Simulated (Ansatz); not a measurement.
# SrTiO3: the cost of one run

Program: Ansatz 0.2.0. Level of theory: DFT r2SCAN+U, scalar-relativistic, plane waves, PAW. These are calculated values, not measurements.

1 further run of the same task is left out (set aside as unsound or not needed).

## 1. The structure to begin with

It takes space group Pm-3m (No. 221, cubic). Conventional cell: a = 3.918 Å, b = 3.918 Å, c = 3.918 Å, α = 90.00°, β = 90.00°, γ = 90.00°. Sr (site symmetry m-3m) is surrounded by 12 O at 2.77 Å. Ti (site symmetry m-3m) is surrounded by 6 O at 1.96 Å. O (site symmetry 4/mmm) has 2 Ti at 1.96 Å and 4 Sr at 2.77 Å as nearest neighbours.

Structure file:

```
Sr Ti O
1.0
     3.91801    0.00000    0.00000
     0.00000    3.91801    0.00000
     0.00000    0.00000    3.91801
Sr Ti O
1 1 3
Direct
  0.00000 0.00000 0.00000
  0.50000 0.50000 0.50000
  0.00000 0.50000 0.50000
  0.50000 0.00000 0.50000
  0.50000 0.50000 0.00000
```

This cell was relaxed beforehand with the same method: volume 12.03 Å³/atom, gap on the mesh 2.78 eV.

## 2. Zero of energy

The reference gives a free energy of -7771.3395 eV, pressure 0.00 GPa, largest force 0.000 eV/Å and gap on the mesh 2.78 eV. It was computed beforehand with the settings of the runs below.

## 3. The disturbance

Cell sheared at random, sigma 0.06, atoms nudged by 0.01 Å. Displacements in the unstrained cell, with the mean shift removed:

| atom | ux (Å) | uy (Å) | uz (Å) |
| --- | --- | --- | --- |
| Sr1 | -0.015 | -0.007 | -0.004 |
| Ti2 | -0.004 | -0.007 | -0.011 |
| O3 | -0.005 | -0.007 | -0.010 |
| O4 | 0.007 | 0.015 | 0.017 |
| O5 | 0.017 | 0.006 | 0.009 |

Strain (xx, yy, zz, yz, xz, xy; engineering shear): (-0.0079, 0.0450, -0.0371, 0.0486, -0.1073, -0.1266).

## 4. Single point of the disturbed structure

The input, input.yaml:

```yaml
crystal:
  lattice:
    - [3.8871228155, -0.2480707183, -0.2102726808]
    - [-0.2480707183, 4.0944351956, 0.0952895158]
    - [-0.2102726808, 0.0952895158, 3.7724692976]
  atoms:
    - { symbol: Sr, position: [-0.0037638261, -0.001757659, -0.000961348] }
    - { symbol: Ti, position: [0.4989204464, 0.4982280766, 0.497105977] }
    - { symbol: O, position: [-0.0012760793, 0.4982801593, 0.4973949926] }
    - { symbol: O, position: [0.5017425676, 0.0038098809, 0.5042277326] }
    - { symbol: O, position: [0.5043768914, 0.5014395421, 0.0022326458] }
basis:
  ecutwfc: 500
kpoints:
  mp_grid: { grid: [6, 6, 6] }
hamiltonian:
  xc: r2scan
  hubbard: { sites: [{ species: Ti, l: d, u_eff: 4.0 }] }
scf:
  occupations: { method: gaussian, width: 0.05 }
output:
  forces: true
  stress: true
  eigenvalues: true
```

Run with:

```sh
$ ansatz run input.yaml --threads 2 --pin off --max-ram 5120MiB --backend cpu --events-out ev --progress --plain --runs-dir out
```

What time and memory should one allow on 2 threads of Intel Xeon at 2.50GHz (Skylake/Cascade Lake), shared host?

About 57 s, with a peak of 0.68 GiB.
